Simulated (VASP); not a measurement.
# Mn (Im-3m) in VASP: settings compared

Aim: see how the results for Mn move with the level of theory and the settings. Levels: PBE+TS+U, optB86b-vdW+U, revPBE+D2+U, PBEsol+U. Tasks: band structure, density of states, relaxation of the atoms.

All numbers are computed with VASP 6.6.1; they aren't measurements. Logs are shortened: lines on timing, memory, paths and dates and some standing lists are left out, and cuts for length are marked.

## (1) The crystal as given

Symmetry: Im-3m, No. 229, cubic system. The conventional cell has a = 3.081 Å, b = 3.081 Å, c = 3.081 Å, α = 90.00°, β = 90.00°, γ = 90.00°. Around Mn (site symmetry m-3m) lie 8 Mn at 2.67 Å.

This isn't the form of Mn at room conditions, which is a 58-atom cubic cell.

## (2) Band structure, PBE+TS+U, collinear spin, ferromagnetic start (cell strained at random at fixed volume)

File INCAR:

```
ALGO = Normal
EDIFF = 1E-6
ENCUT = 600
GGA = PE
ISIF = 2
ISMEAR = -1
ISPIN = 2
IVDW = 2
LASPH = True
LCHARG = False
LDAU = True
LDAUJ = 0
LDAUL = 2
LDAUPRINT = 1
LDAUTYPE = 2
LDAUU = 3.5
LMAXMIX = 4
LORBIT = 11
LREAL = False
LWAVE = False
MAGMOM = 4
NELM = 120
PREC = Accurate
SIGMA = 0.02
```

File KPOINTS:

```
k-points
0
Gamma
  12 12 12
```

File POSCAR:

```
Mn
1.0
   -1.5405700000      1.4943510000      1.5355400000
    1.5252620000     -1.5216540000      1.5475350000
    1.5801270000      1.5612110000     -1.5628430000
Mn
1
Direct
   -0.0393260000     -0.0327630000     -0.0306660000
```

File KPOINTS_OPT:

```
path XGY,LGZ,NGM,RG
10
line-mode
reciprocal
 0.5000000000  0.0000000000 -0.5000000000  X
 0.0000000000  0.0000000000  0.0000000000  G

 0.0000000000  0.0000000000  0.0000000000  G
 0.0000000000  0.0000000000  0.5000000000  Y

 0.5000000000  0.0000000000  0.0000000000  L
 0.0000000000  0.0000000000  0.0000000000  G

 0.0000000000  0.0000000000  0.0000000000  G
 0.0000000000 -0.5000000000  0.0000000000  Z

 0.5000000000 -0.5000000000 -0.5000000000  N
 0.0000000000  0.0000000000  0.0000000000  G

 0.0000000000  0.0000000000  0.0000000000  G
 0.0000000000 -0.5000000000  0.5000000000  M

 0.5000000000 -0.5000000000  0.0000000000  R
 0.0000000000  0.0000000000  0.0000000000  G
```

Potentials or basis: VASP PAW PBE potentials, release 64 (Mn_sv_GW).

Run with:

```
$ cat potpaw_PBE.64/Mn_sv_GW/POTCAR > POTCAR
$ mpirun -np 1 vasp_std > vasp.out
```

OUTCAR:

```text
EDIFF = 1E-6
   ENCUT = 600
   GGA = PE
   ISIF = 2
   ISMEAR = -1
   ISPIN = 2
   IVDW = 2
   LASPH = True
   LORBIT = 11
   LREAL = False
   NELM = 120
   PREC = Accurate
  IVDW =   2

 ion  position               nearest neighbor table
   1  0.961  0.967  0.969-

  LATTYP: Found a triclinic cell.
 ALAT       =     7.5164079310
 B/A-ratio  =     0.3510986337
 C/A-ratio  =     0.5793062256
 COS(alpha) =     0.0027408716
 COS(beta)  =     0.2936998683
 COS(gamma) =     0.9415857473

  Lattice vectors:

 A1 = (  -6.1865290000,   2.9491450000,   3.0863880000)
 A2 = (  -1.5405700000,   1.4943510000,   1.5355400000)
 A3 = (  -3.0900810000,  -0.0122540000,  -3.0677670000)

Analysis of symmetry for initial positions (statically):
=====================================================================
 Subroutine PRICEL returns:
 Original cell was already a primitive cell.

 Routine SETGRP: Setting up the symmetry group for a
 triclinic supercell.

 Subroutine GETGRP returns: Found  2 space group operations
 (whereof  1 operations were pure point group operations)
 out of a pool of  2 trial point group operations.

The static configuration has the point symmetry C_1 .
 The point group associated with its full space group is S_2 .

Analysis of symmetry for dynamics (positions and initial velocities):
=====================================================================
 Subroutine PRICEL returns:
 Original cell was already a primitive cell.

 Routine SETGRP: Setting up the symmetry group for a
 triclinic supercell.

 Subroutine GETGRP returns: Found  2 space group operations
 (whereof  1 operations were pure point group operations)
 out of a pool of  2 trial point group operations.

The dynamic configuration has the point symmetry C_1 .
 The point group associated with its full space group is S_2 .

Analysis of structural, dynamic, and magnetic symmetry:
=====================================================================
 Subroutine PRICEL returns:
 Original cell was already a primitive cell.

 Routine SETGRP: Setting up the symmetry group for a
 triclinic supercell.

 Subroutine GETGRP returns: Found  2 space group operations
 (whereof  1 operations were pure point group operations)
 out of a pool of  2 trial point group operations.

The overall configuration has the point symmetry C_1 .
 The point group associated with its full space group is S_2 .

 Subroutine INISYM returns: Found  2 space group operations
 (whereof  1 operations are pure point group operations),
 and found     1 'primitive' translations

----------------------------------------------------------------------------------------

                                     Primitive cell

  volume of cell :      14.6233

  direct lattice vectors                    reciprocal lattice vectors
    -1.540570000  1.494351000  1.535540000    -0.002593285  0.330229871  0.327263063
     1.525262000 -1.521654000  1.547535000     0.323643874 -0.001277358  0.325947135
     1.580127000  1.561211000 -1.562843000     0.317925812  0.323195881  0.004440705

  length of vectors
     2.639000555  2.652681594  2.716000620     0.464929678  0.459334871  0.453378561

  position of ions in fractional coordinates (direct lattice)
     0.960674000  0.967237000  0.969334000

  ion indices of the primitive-cell ions
   primitive index   ion index
                 1           1

----------------------------------------------------------------------------------------

 KPOINTS: k-points

Automatic generation of k-mesh.
 Grid dimensions read from file:
 generate k-points for:   12   12   12

 Generating k-lattice:

  Cartesian coordinates                     Fractional coordinates (reciprocal lattice)
    -0.000216107  0.027519156  0.027271922     0.083333333  0.000000000 -0.000000000
     0.026970323 -0.000106446  0.027162261     0.000000000  0.083333333 -0.000000000
     0.026493818  0.026932990  0.000370059    -0.000000000  0.000000000  0.083333333

  Length of vectors
     0.038744140  0.038277906  0.037781547

  Shift w.r.t. Gamma in fractional coordinates (k-lattice)
     0.000000000  0.000000000  0.000000000

 Subroutine IBZKPT returns following result:
 ===========================================

 Found    868 irreducible k-points:

 Following reciprocal coordinates:
            Coordinates               Weight
  0.000000  0.000000  0.000000      1.000000
  0.083333  0.000000 -0.000000      2.000000
  0.166667 -0.000000 -0.000000      2.000000
  0.250000  0.000000 -0.000000      2.000000
  0.333333 -0.000000 -0.000000      2.000000
  0.416667 -0.000000  0.000000      2.000000
[... 42 lines left out ...]
  0.416667  0.333333 -0.000000      2.000000
  0.500000  0.333333  0.000000      2.000000
 [... further k-points ...]
   k-points           NKPTS =    868   k-points in BZ     NKDIM =    868   number of bands    NBANDS=     13
   number of dos      NEDOS =    301   number of ions     NIONS =      1
   total plane-waves  NPLWV =  13824
   dimension x,y,z NGX =    24 NGY =   24 NGZ =   24
   dimension x,y,z NGXF=    48 NGYF=   48 NGZF=   48
   ions per type =               1
   NGX,Y,Z   is equivalent  to a cutoff of  15.12, 15.04, 14.69 a.u.
   NGXF,Y,Z  is equivalent  to a cutoff of  30.24, 30.08, 29.38 a.u.
 SYSTEM =  unknown system
   PREC   = accura    normal or accurate (medium, high low for compatibility)
   ISTART =      0    job   : 0-new  1-cont  2-samecut
   ICHARG =      2    charge: 1-file 2-atom 10-const
   ISPIN  =      2    spin polarized calculation?
   LNONCOLLINEAR =      F non collinear calculations
   LSORBIT =      F    spin-orbit coupling
   LASPH  =      T    aspherical Exc in radial PAW
   ENCUT  =  600.0 eV  44.10 Ry    6.64 a.u.   5.27  5.30  5.42*2*pi/ulx,y,z
   NELM   =    120;   NELMIN=  2; NELMDL= -5     # of ELM steps
   EDIFF  = 0.1E-05   stopping-criterion for ELM
   LREAL  =      F    real-space projection
   EDIFFG = 0.1E-04   stopping-criterion for IOM
   NSW    =      0    number of steps for IOM
   IBRION =     -1    ionic relax: 0-MD 1-quasi-New 2-CG
   NFREE  =      0    steps in history (QN), initial steepest desc. (CG)
   ISIF   =      2    stress and relaxation
   ISYM   =      2    0-nonsym 1-usesym 2-fastsym
   POTIM  = 0.5000    time-step for ionic-motion
   TEBEG  =    0.0;   TEEND  =   0.0 temperature during run
   PSTRESS=    0.0 pullay stress
   NELECT =      15.0000    total number of electrons
   NUPDOWN=      -1.0000    fix difference up-down
   EMIN   =  10.00;   EMAX   =-10.00  energy-range for DOS
   EFERMI =   0.00;   METHOD = LEGACY
   ISMEAR =    -1;   SIGMA  =   0.02  broadening in eV -4-tet -1-fermi 0-gaus
   EFERMI_NEDOS =   21; number of points for ismear=-14 and -15
   IALGO  =     38    algorithm
   IMIX   =      4    mixing-type and parameters
     AMIX     =   0.40;   BMIX     =  1.00
     AMIX_MAG =   1.60;   BMIX_MAG =  1.00
  volume/ion in A,a.u.               =      14.62        98.68
  Fermi-wavevector in a.u.,A,eV,Ry     =   1.651037  3.120008 37.088452  2.725924
  Thomas-Fermi vector in A             =   2.739885
   LORBIT       =     11    0 simple, 1 ext, 2 COOP (PROOUT), +10 PAW based schemes
 LDA+U is selected, type is set to LDAUTYPE =  2
   angular momentum for each species LDAUL =     2
   U (eV)           for each species LDAUU =   3.5
   J (eV)           for each species LDAUJ =   0.0
   GGA     = PE    functional components
   LHFCALC =     F    Hartree Fock is set to
   AEXX    =    0.0000 exact exchange contribution
   IVDW    =     2    specifies the selected vdW correction
   LEPSILON=     F    determine dielectric tensor
   LRPA    =     F    only Hartree local field effects (RPA)
 spin polarized calculation
  energy-cutoff  :      600.00
  volume of cell :       14.62
 maximum number of plane-waves:       496
 NGX is ok and might be reduce to    24

 number of electron      15.0000001 magnetization       2.8415880

 Free energy of the ion-electron system (eV)
  ---------------------------------------------------
  ext. energy  EPLUGINS =         0.00000000
  ---------------------------------------------------
  free energy    TOTEN  =        -8.36897010 eV

  energy without entropy =       -8.36744258  energy(sigma->0) =       -8.36820634

atom =   1  type =  1  l = 2

 onsite density matrix

spin component  1

  0.8522 -0.0008  0.0009 -0.0017  0.0002
 -0.0008  0.8528  0.0001  0.0033 -0.0007
  0.0009  0.0001  0.8699  0.0001 -0.0017
 -0.0017  0.0033  0.0001  0.8516  0.0002
  0.0002 -0.0007 -0.0017  0.0002  0.8699

spin component  2

  0.0523 -0.0005  0.0008 -0.0020  0.0001
 -0.0005  0.0521  0.0002  0.0030 -0.0004
  0.0008  0.0002  0.1209  0.0001  0.0020
 -0.0020  0.0030  0.0001  0.0514  0.0004
  0.0001 -0.0004  0.0020  0.0004  0.1213

 occupancies and eigenvectors

  o =  0.0483  v =  0.0000  0.0000  0.0000  0.0000  0.0000 -0.3203  0.5620  0.0036 -0.7625  0.0075      0.0000  0.0000  0.0000  0.0000  0.0000  0.0000  0.0000  0.0000  0.0000  0.0000
  o =  0.0518  v =  0.0000  0.0000  0.0000  0.0000  0.0000  0.8236  0.5629 -0.0110  0.0689  0.0026      0.0000  0.0000  0.0000  0.0000  0.0000  0.0000  0.0000  0.0000  0.0000  0.0000
  o =  0.0557  v =  0.0000  0.0000  0.0000  0.0000  0.0000  0.4680 -0.6060 -0.0029 -0.6432 -0.0006      0.0000  0.0000  0.0000  0.0000  0.0000  0.0000  0.0000  0.0000  0.0000  0.0000
  o =  0.1191  v =  0.0000  0.0000  0.0000  0.0000  0.0000 -0.0083 -0.0058 -0.7434  0.0023  0.6687      0.0000  0.0000  0.0000  0.0000  0.0000  0.0000  0.0000  0.0000  0.0000  0.0000
  o =  0.1230  v =  0.0000  0.0000  0.0000  0.0000  0.0000  0.0082 -0.0029  0.6687  0.0049  0.7435      0.0000  0.0000  0.0000  0.0000  0.0000  0.0000  0.0000  0.0000  0.0000  0.0000
  o =  0.8486  v =  0.2600 -0.5739 -0.0156  0.7759 -0.0293  0.0000  0.0000  0.0000  0.0000  0.0000      0.0000  0.0000  0.0000  0.0000  0.0000  0.0000  0.0000  0.0000  0.0000  0.0000
  o =  0.8517  v =  0.8819  0.4666 -0.0456  0.0487  0.0012  0.0000  0.0000  0.0000  0.0000  0.0000      0.0000  0.0000  0.0000  0.0000  0.0000  0.0000  0.0000  0.0000  0.0000  0.0000
  o =  0.8562  v = -0.3893  0.6719  0.0196  0.6290  0.0310  0.0000  0.0000  0.0000  0.0000  0.0000      0.0000  0.0000  0.0000  0.0000  0.0000  0.0000  0.0000  0.0000  0.0000  0.0000
  o =  0.8683  v =  0.0499 -0.0276  0.7056  0.0037  0.7063  0.0000  0.0000  0.0000  0.0000  0.0000      0.0000  0.0000  0.0000  0.0000  0.0000  0.0000  0.0000  0.0000  0.0000  0.0000
  o =  0.8716  v = -0.0236 -0.0264 -0.7067  0.0008  0.7066  0.0000  0.0000  0.0000  0.0000  0.0000      0.0000  0.0000  0.0000  0.0000  0.0000  0.0000  0.0000  0.0000  0.0000  0.0000

 number of electron      15.0000002 magnetization       4.0101801

 Free energy of the ion-electron system (eV)
  ---------------------------------------------------
  ext. energy  EPLUGINS =         0.00000000
  ---------------------------------------------------
  free energy    TOTEN  =        -7.94003053 eV

  energy without entropy =       -7.93834466  energy(sigma->0) =       -7.93918759

 E-fermi :   8.0707     XC(G=0): -12.2389

 val. band max:        8.0704167573   @ k =  -0.1667  -0.4167   0.3333
 cond. band min:       8.0713198209   @ k =   0.2500  -0.4167   0.3333
 fundamental gap:      0.0009030636
 Fermi energy:         8.0707421226

------------------------ aborting loop because EDIFF is reached ----------------------------------------

  Hirshfeld charges:
            ion         q(e)
   ------------------------------
      1     Mn       0.00000000

  Tkatchenko/Scheffler method for vdW energy calculation

  Number of pair interactions contributing to vdW energy:   35778

  Edisp (eV):   -0.97349

  FORCE on cell =-STRESS in cart. coord.  units (eV):
  Direction    XX          YY          ZZ          XY          YZ          ZX
  --------------------------------------------------------------------------------------
  -------------------------------------------------------------------------------------
  Total       0.39185     0.36275     0.38225    -0.23119     0.16534     0.09896
  in kB      42.93273    39.74412    41.88056   -25.33011    18.11498    10.84224
  external pressure =       41.52 kB  Pullay stress =        0.00 kB

 VOLUME and BASIS-vectors are now :
 -----------------------------------------------------------------------------
  energy-cutoff  :      600.00
  volume of cell :       14.62
      direct lattice vectors                 reciprocal lattice vectors
    -1.540570000  1.494351000  1.535540000    -0.002593285  0.330229871  0.327263063
     1.525262000 -1.521654000  1.547535000     0.323643874 -0.001277358  0.325947135
     1.580127000  1.561211000 -1.562843000     0.317925812  0.323195881  0.004440705

 POSITION                                       TOTAL-FORCE (eV/Angst)
 -----------------------------------------------------------------------------------
      1.52698      1.47712      1.45707         0.000000      0.000000     -0.000000
 -----------------------------------------------------------------------------------
    total drift:                                0.000016     -0.000005      0.000032

  FREE ENERGIE OF THE ION-ELECTRON SYSTEM (eV)
  ---------------------------------------------------
  free  energy   TOTEN  =        -8.9135162125 eV

  energy  without entropy=       -8.9118303381  energy(sigma->0) =       -8.91267328

 total charge

# of ion       s       p       d       f       tot
--------------------------------------------------
    1        2.167   6.137   4.670   0.003  12.977

 magnetization (x)

# of ion       s       p       d       f       tot
--------------------------------------------------
    1        0.003  -0.012   3.883   0.001   3.875
```

Wall time 4.2 min (1 thread of Intel Xeon Platinum 8488C (Sapphire Rapids), shared host); peak memory 0.69 GiB.

Results:

```yaml
Free_energy: -8.9135 eV
Pressure: 4.2 GPa
Band_gap_along_the_path: none (metal or under the smearing width)
Net_moment: 4.01 μB per cell
Site_moments: Mn +3.88 μB
Valence_electrons_inside_the_program's_atomic_spheres: Mn 12.98
Dispersion_energy_per_atom: -0.973 eV
```

Stress tensor (GPa, compression positive):
```
 4.29 -2.53  1.08
-2.53  3.97  1.81
 1.08  1.81  4.19
```

Levels at the corners of the path, in eV from the Fermi level:
Spin up:
```csv
point,band 8,band 9,band 10,band 11,band 12,band 13
X,-2.56,-1.82,-0.78,4.25,14.76,15.76
Γ,-3.80,-2.70,-2.65,19.74,19.94,20.50
Γ,-3.80,-2.70,-2.65,19.74,19.94,20.50
Y,-2.49,-1.84,-0.82,4.18,14.69,15.68
L,-2.56,-1.75,-0.49,4.68,14.01,15.34
Γ,-3.80,-2.70,-2.65,19.74,19.94,20.50
Γ,-3.80,-2.70,-2.65,19.74,19.94,20.50
Z,-2.60,-1.78,-0.65,4.44,14.30,15.92
N,-1.98,-1.92,6.76,7.00,7.32,12.04
Γ,-3.80,-2.70,-2.65,19.74,19.94,20.50
Γ,-3.80,-2.70,-2.65,19.74,19.94,20.50
M,-2.49,-1.82,-0.73,4.33,14.45,15.47
R,-2.60,-1.74,-0.49,4.69,14.20,15.35
Γ,-3.80,-2.70,-2.65,19.74,19.94,20.50
```
Spin down:
| point | band 2 | band 3 | band 4 | band 5 | band 6 | band 7 | band 8 | band 9 |
| --- | --- | --- | --- | --- | --- | --- | --- | --- |
| X | -45.67 | -45.44 | -45.35 | -2.22 | -0.33 | 0.98 | 3.53 | 3.85 |
| Γ | -45.36 | -45.35 | -45.34 | -7.74 | 2.18 | 2.28 | 2.47 | 3.45 |
| Γ | -45.36 | -45.35 | -45.34 | -7.74 | 2.18 | 2.28 | 2.47 | 3.45 |
| Y | -45.65 | -45.44 | -45.36 | -2.23 | -0.38 | 0.89 | 3.63 | 3.92 |
| L | -45.68 | -45.46 | -45.35 | -2.14 | 0.00 | 0.86 | 3.60 | 3.81 |
| Γ | -45.36 | -45.35 | -45.34 | -7.74 | 2.18 | 2.28 | 2.47 | 3.45 |
| Γ | -45.36 | -45.35 | -45.34 | -7.74 | 2.18 | 2.28 | 2.47 | 3.45 |
| Z | -45.68 | -45.46 | -45.35 | -2.18 | -0.18 | 0.99 | 3.49 | 3.79 |
| N | -45.61 | -45.59 | -45.54 | -1.40 | -1.35 | 4.77 | 4.94 | 5.02 |
| Γ | -45.36 | -45.35 | -45.34 | -7.74 | 2.18 | 2.28 | 2.47 | 3.45 |
| Γ | -45.36 | -45.35 | -45.34 | -7.74 | 2.18 | 2.28 | 2.47 | 3.45 |
| M | -45.66 | -45.44 | -45.36 | -2.20 | -0.27 | 0.83 | 3.67 | 3.91 |
| R | -45.69 | -45.47 | -45.34 | -2.14 | 0.01 | 0.93 | 3.52 | 3.77 |
| Γ | -45.36 | -45.35 | -45.34 | -7.74 | 2.18 | 2.28 | 2.47 | 3.45 |

Eigenvalues of the final occupation matrices:
```
    site  spin  trace               eigenvalues
site 1 d     1   4.30  0.85 0.85 0.86 0.87 0.87
site 1 d     2   0.40  0.05 0.05 0.06 0.12 0.12
```

Caveat: atom-pairwise D2, TS and ULG terms overbind metals; pairwise dispersion overbinds metals, which lowers pressure and volume; the U is typed as a test and isn't derived for this compound. The state reached can hang on the start; a lower one may exist.

[end of part 1 of 2]
